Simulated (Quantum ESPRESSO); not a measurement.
Hf in Quantum ESPRESSO: the effect of functional

Crystal: Hf.

```
Hf
1.0
     3.19670    0.00000    0.00000
    -1.59835    2.76842    0.00000
     0.00000    0.00000    5.05780
Hf
2
Direct
  0.66667 0.33333 0.75000
  0.33333 0.66667 0.25000
```

Alike in all runs:

| Item | Value |
| --- | --- |
| Program | Quantum ESPRESSO 7.5 |
| Task | phonon dispersion |
| Cutoff | 612 eV |
| Density cutoff | 4898 eV |
| k mesh | 8 × 8 × 4 |
| Occupations | cold, width 0.2 eV |
| Spin | no spin polarisation |

Each run relaxes the cell or the atoms first.

```csv
functional,potentials or basis,relaxed volume (Å³/atom),highest phonon frequency (cm⁻¹)
LDA,GBRV 1.5 LDA,?,?
PBE,GBRV 1.5 PBE,22.47,154
PBEsol,GBRV 1.5 PBEsol,21.59,159
```

What does the run with functional LDA give?

Relaxed volume 20.88 Å³/atom; highest phonon frequency 159 cm⁻¹.

Caveats: the mesh is thin for the phonons of a metal.
